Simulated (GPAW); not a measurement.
CuO:

```
CELL_PARAMETERS angstrom
1.99097 -2.15355 0.00000
1.99097 2.15355 0.00000
0.00000 0.00000 5.15593
ATOMIC_POSITIONS crystal
Cu 0.50000 0.00000 0.00000
Cu 0.00000 0.50000 0.50000
O 0.50000 0.50000 0.25000
O 0.50000 0.50000 0.75000
```

Measurements of this composition are mostly on another form, of space group No. 15.

Base run:

```yaml
Program: GPAW 26.7.0
Functional: PBE
Potentials_or_basis: JTH PAW 2.0, PBE
Cutoff: 800 eV
Basis: pw
k_mesh: 8 × 8 × 5
Occupations: fermi-dirac, width 0.05 eV
Spin: no spin polarisation
```

Its results: pressure 0.9 GPa.

Q: The run is repeated on the same cell with these changes: potentials or basis from JTH PAW 2.0, PBE to PAW data sets generated in the run's folder for this functional; valence electrons from 50 to 34. What comes out?

A: Pressure 3.4 GPa.

Caveats: the run has no spin polarisation, though such a crystal can be magnetic; the program truncates these outside data sets (some runs); with this Cu data set, volumes or pressures lay over 1.5 % or 2 GPa off other programs in two to four cells of ten (some runs).
